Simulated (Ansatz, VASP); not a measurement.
# TiNCl: VASP beside Ansatz, part 4 of 4

One calculation is typed for both programs; each brings its own data sets. How far apart do they land? Of the first pair: The structure shown is frame 83 of Ansatz's trajectory.

VASP 6.6.1 and Ansatz 0.2.0.

So far. Step 6 (VASP: single point, PBEsol, pair 2): The run ends at a pressure of -7.26 GPa, with forces up to 2.1 eV/Å.

**9. VASP: single point, PBEsol, pair 3**

Level of this step: PBEsol, no spin polarisation; plane waves and PAW (Ti_sv, N, Cl) (VASP).

The same cell, functional and mesh now go to VASP, with its own data sets.

Contents of INCAR:

```
SYSTEM = TiNCl
PREC = Accurate
ENCUT = 520
EDIFF = 1E-06
NELM = 120
ISMEAR = 0
SIGMA = 0.01
LREAL = Auto
ALGO = Normal
GGA = PS
NBANDS = 344
LASPH = .TRUE.
LORBIT = 11
LWAVE = .FALSE.
LCHARG = .FALSE.
ISIF = 2
GGA_COMPAT = .FALSE.
EFERMI = MIDGAP
NCORE = 2
```

Contents of POSCAR:

```
TiNCl
1.0
   13.5532800000      0.0000000000      0.0000000000
    0.0000000000     12.2834400000      0.0000000000
    0.0000000000      0.0000000000      7.8030000000
Ti N Cl
24 24 24
Direct
    0.0045686358      0.1636349427      0.0881840318
    0.1280870756      0.0078284259      0.9172113290
    0.0061328328      0.4935913718      0.0750865052
    0.1332002290      0.3347352208      0.9080097398
    0.0094810998      0.8364350703      0.0883890811
    0.1245897672      0.6590743310      0.9221068820
    0.2548386811      0.1677543099      0.0954376522
    0.3798342541      0.0057524602      0.9073305139
    0.2588229565      0.4976293286      0.0884147123
    0.3826380035      0.3293458510      0.9164680251
    0.2538721254      0.8288476192      0.0778418557
    0.3774879586      0.6690878125      0.9254004870
    0.5067260471      0.1707176491      0.0909906446
    0.6291613543      0.0060373967      0.9014225298
    0.5120900623      0.4936972053      0.0826861464
    0.6310797091      0.3210501293      0.9114571319
    0.4998494829      0.8324622418      0.0912085095
    0.6346286655      0.6766915457      0.9067922594
    0.7571082424      0.1640827000      0.0876842240
    0.8826571870      0.9968494168      0.9151864667
    0.7532125065      0.5017324137      0.0836985775
    0.8827162133      0.3298587366      0.9120466487
    0.7619115078      0.8429397628      0.0933487120
    0.8837270388      0.6689168507      0.9116878124
    0.1181337654      0.1698546987      0.9466999872
    0.9951893564      0.0038393154      0.0313725490
    0.1293561411      0.4984597149      0.9430219146
    0.0025528876      0.3322196388      0.0454440600
    0.1153890424      0.8355395557      0.9403178265
    0.9993211975      0.6642520336      0.0382673331
    0.3736364924      0.1698221345      0.9537870050
    0.2473423407      0.0067570648      0.0620146098
    0.3822469542      0.5045085090      0.9654876330
    0.2445017000      0.3327243834      0.0534922466
    0.3748612882      0.8399031542      0.9500448545
    0.2445164565      0.6709683932      0.0549788543
    0.6228602965      0.1664680252      0.9623734461
    0.4888632124      0.0021378376      0.0427527874
    0.6287260353      0.4921992536      0.9438421120
    0.4926040043      0.3331151534      0.0444444444
    0.6128405818      0.8406928352      0.9489427143
    0.4966399278      0.6712533297      0.0626041266
    0.8764151556      0.1670053340      0.9640522876
    0.7533231808      0.0040135337      0.0389850058
    0.8687196015      0.5000635001      0.9452774574
    0.7418056736      0.3326673961      0.0551582725
    0.8763856424      0.8303944172      0.9579136230
    0.7491839614      0.6673863348      0.0463283353
    0.1188642159      0.1590433950      0.3132000513
    0.9984446569      0.0009818097      0.6859669358
    0.1367049157      0.4850432778      0.3033833141
    0.9837899018      0.3191776896      0.6805843906
    0.1042109364      0.8306060843      0.3236960144
    0.9974338315      0.6799153983      0.6845315904
    0.3745292652      0.1639035970      0.3165577342
    0.2473644756      0.9939886546      0.6883378188
    0.3728027459      0.4953335548      0.3200692042
    0.2332129197      0.3330011788      0.6791618608
    0.3556629834      0.8419954019      0.3139433551
    0.2337441564      0.6674758862      0.6897603486
    0.6159173278      0.1723621396      0.3192618224
    0.5016128937      0.9937525644      0.6743688325
    0.6124273976      0.4980363807      0.3129181084
    0.4771833829      0.3231260950      0.6870049981
    0.6157771403      0.8299955061      0.2988465975
    0.4918514190      0.6852803449      0.6914263745
    0.8695090782      0.1510326098      0.3207099833
    0.7531239670      0.9875572315      0.6888376266
    0.8819562497      0.5042479957      0.2914007433
    0.7405513647      0.3179158281      0.6964885301
    0.8598508996      0.8595393473      0.3278610791
    0.7493167706      0.6802573221      0.6783801102
```

Contents of KPOINTS:

```
Automatic mesh
0
Gamma
1 1 1
0 0 0
```

The projector-augmented-wave data sets are Ti_sv, N and Cl (PBE family, release 64).

Run with:

```bash
> mpirun -np 8 vasp_gam
```

Numbers of over 12 decimals in the logs are rounded to 6 here.

The program printed:

```text
[... set-up lines as in an earlier step ...]
 entering main loop
       N       E                     dE             d eps       ncg     rms          rms(c)
DAV:   1     0.100694402606E+05    0.10069E+05   -0.30768E+05   688   0.192E+03
DAV:   2     0.157382835674E+04   -0.84956E+04   -0.82359E+04   688   0.585E+02
DAV:   3    -0.437655006152E+03   -0.20115E+04   -0.18803E+04   952   0.240E+02
DAV:   4    -0.702521587411E+03   -0.26487E+03   -0.26269E+03   968   0.897E+01
[...]
DAV:  21    -0.564532640516E+03   -0.32302E-05   -0.75218E-06   744   0.709E-03    0.435E-03
DAV:  22    -0.564532642076E+03   -0.15602E-05   -0.33231E-06   616   0.479E-03    0.276E-03
DAV:  23    -0.564532642549E+03   -0.47249E-06   -0.78811E-07   416   0.317E-03
   1 F= -.56453264E+03 E0= -.56453264E+03  d E =0.000000E+00
```

From OUTCAR (step 9):

```text
  Total      -38.9090435    -69.5602367     45.9269305      0.7947472      0.5570068      1.2660951
  in kB      -47.9882718    -85.7917658     56.6437472      0.9801974      0.6869816      1.5615320
  external PRESSURE =     -25.7120968 kB  Pullay stress =       0.0000000 kB

 POSITION                                       TOTAL-FORCE (eV/Angst)
 -----------------------------------------------------------------------------------
      0.06192      2.01000      0.68810        -0.156072      0.790854      0.155559
      1.73600      0.09616      7.15700         0.934762     -0.479813     -0.622414
      0.08312      6.06300      0.58590        -0.268702     -0.082156      0.145058
      1.80530      4.11170      7.08520        -0.204080     -0.516404      0.260590
      0.12850     10.27430      0.68970        -0.503052     -0.364039     -0.596542
      1.68860      8.09570      7.19520         0.889241      0.794435     -1.497529
      3.45390      2.06060      0.74470        -0.098717     -0.360284     -0.416777
      5.14800      0.07066      7.07990        -0.890392     -0.104738      0.108031
      3.50790      6.11260      0.68990         0.108267     -0.141423     -0.005834
      5.18600      4.04550      7.15120        -2.182593      0.276955     -0.197677
      3.44080     10.18110      0.60740        -0.283382      1.313413      0.155680
      5.11620      8.21870      7.22090         1.127903     -0.299900     -0.520016
      6.86780      2.09700      0.71000        -2.004242     -1.072040      0.457717
      8.52720      0.07416      7.03380        -0.819507     -1.494695      0.820745
[...]
-----------------------------------------------------------------------------------
    total drift:                               -0.006839      0.006227     -0.004363

  FREE ENERGIE OF THE ION-ELECTRON SYSTEM (eV)
  ---------------------------------------------------
  free  energy   TOTEN  =      -564.5326425488 eV

  energy  without entropy=     -564.5326425488  energy(sigma->0) =     -564.53264255

[... 2 parts as in an earlier step ...]

[... 1 further part left out ...]
[key lines of the parts left out:]
E-fermi :   3.0062
```

The run ends at a pressure of -2.57 GPa, with forces up to 3.3 eV/Å.

**10. Differences**

Forces on 8 of the 72 atoms, those with the largest forces and the largest differences (eV/Å; atoms numbered as in POSCAR):

```tsv
atom	Ansatz x, y, z	VASP x, y, z
Ti8	-0.853, -0.102, 0.170	-0.890, -0.105, 0.108
Ti10	-2.131, 0.263, -0.139	-2.183, 0.277, -0.198
Ti13	-1.995, -1.068, 0.412	-2.004, -1.072, 0.458
Ti16	0.036, 1.932, 0.705	0.024, 1.935, 0.666
Ti20	-1.406, 0.451, -1.727	-1.461, 0.448, -1.787
N26	2.129, -0.516, 2.445	2.170, -0.517, 2.486
N38	2.032, 0.843, 0.609	2.071, 0.840, 0.651
N40	2.272, -0.485, 1.201	2.316, -0.482, 1.243
```

The forces differ by 20 meV/Å r.m.s., which is 2.7 % of the r.m.s. force of 0.751 eV/Å (both taken over all components).

**11. What came out**

* r.m.s. force difference (single point, PBEsol, pair 1): 2.0 % of the r.m.s. force
* r.m.s. force difference (single point, PBEsol, pair 2): 2.7 % of the r.m.s. force
* r.m.s. force difference (single point, PBEsol, pair 3): 2.7 % of the r.m.s. force

What this shows: The r.m.s. force difference is 2.7 % of the r.m.s. force (single point, PBEsol, pair 3), within the 3 % picked in this series as the mark of a large difference. How closely two codes agree says nothing of how well the functional describes the real material.

[Lines on the potential files, build, host, timing and source positions are cut from VASP's logs without a mark.]

[Logs are printed without paths, hosts, clocks, repeated set-up lines and the standing remarks that a program may print on its own settings, such as how far it seeks lower states.]

[Hosts, paths, dates, database ids (printed as entryN), source tags and the programs' standing remarks are cut or masked in the printed files.]
